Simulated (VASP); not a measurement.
Here is a VASP 6.6.1 calculation.

The input INCAR:

```
SYSTEM = CdSe
PREC     = Accurate       ! precision mode
ENCUT    = 520            ! plane-wave cutoff, eV
EDIFF    = 1E-7           ! SCF threshold, eV
ISMEAR   = 0              ! smearing method
SIGMA    = 0.01           ! smearing width, eV
LREAL    = .FALSE.        ! projectors in reciprocal space
LASPH    = .TRUE.         ! aspherical terms in the spheres
NELM     = 100            ! most SCF steps
ALGO     = Normal         ! electronic algorithm
ISIF     = 2              ! what is computed and relaxed
LWAVE    = .FALSE.        ! write WAVECAR
LCHARG   = .TRUE.         ! write CHGCAR
GGA      = PE             ! functional
LELF     = .TRUE.         ! ELF
LVHAR    = .TRUE.       
NBANDS   = 16             ! bands
```

File KPOINTS:

```
Automatic mesh
0
G
  6 6 6
  0 0 0
```

POSCAR

```
CdSe
1.0
    0.0000000000      3.0677809647      3.0677809647
    3.0677809647      0.0000000000      3.0677809647
    3.0677809647      3.0677809647      0.0000000000
Cd Se
1 1
Direct
    0.0000000000      0.0000000000      0.0000000000
    0.2500000000      0.2500000000      0.2500000000
```

Potentials or basis: VASP PAW PBE potentials, release 64 (Cd, Se).

The run is started by

```console
$ cat potpaw_PBE.64/Cd/POTCAR potpaw_PBE.64/Se/POTCAR > POTCAR
$ mpirun -np 1 vasp_std > vasp.out
```

**Question.** Predict the band gap on the k mesh.

**Answer.** 0.55 eV, direct.

**Question.** Estimate the pressure.

**Answer.** 1.7 GPa.
